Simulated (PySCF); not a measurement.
Bonds (- single, = double, # triple, : aromatic): C1-C2, C2-C3, C3-N4, N4-C5, C5-C1. C1 carries H6, H7; C2 carries H8, H9; C3 carries H10, H11; N4 carries H12; C5 carries H13, H14.

GIAO shifts from PySCF 2.14.0 with density-fitted response routines on PBE0-D3(BJ)/def2-SVP geometries (one conformer, non-relativistic, equivalent nuclei averaged), against TMS at the same level and in the same medium; PCM means IEF-PCM chloroform.

Measured (solution, CDCl3, 298 K; Fulmer et al., Organometallics 2010, 29, 2176): C3/C5 46.9, C1/C2 25.6, H10/H11/H13/H14 2.87, H6/H7/H8/H9 1.68 ppm.

Q: Which unscaled values do HF/pcSseg-2, gas; PBE0/pcSseg-1, PCM; WP04/pcSseg-1, PCM; wB97X-D/pcSseg-1, PCM give, and how close are they?

A: 
```tsv
atoms	measured	HF/pcSseg-2, gas	PBE0/pcSseg-1, PCM	WP04/pcSseg-1, PCM	wB97X-D/pcSseg-1, PCM
C3/C5	46.9	47.0	51.3	53.7	51.0
C1/C2	25.6	25.5	27.3	30.5	27.3
H10/H11/H13/H14	2.87	2.51	2.66	2.55	2.63
H6/H7/H8/H9	1.68	1.40	1.44	1.43	1.43
```

Mean absolute error for 13C: HF/pcSseg-2, gas 0.1, PBE0/pcSseg-1, PCM 3.0, WP04/pcSseg-1, PCM 5.9, wB97X-D/pcSseg-1, PCM 2.9 ppm.

Mean absolute error for 1H: HF/pcSseg-2, gas 0.32, PBE0/pcSseg-1, PCM 0.22, WP04/pcSseg-1, PCM 0.29, wB97X-D/pcSseg-1, PCM 0.25 ppm.
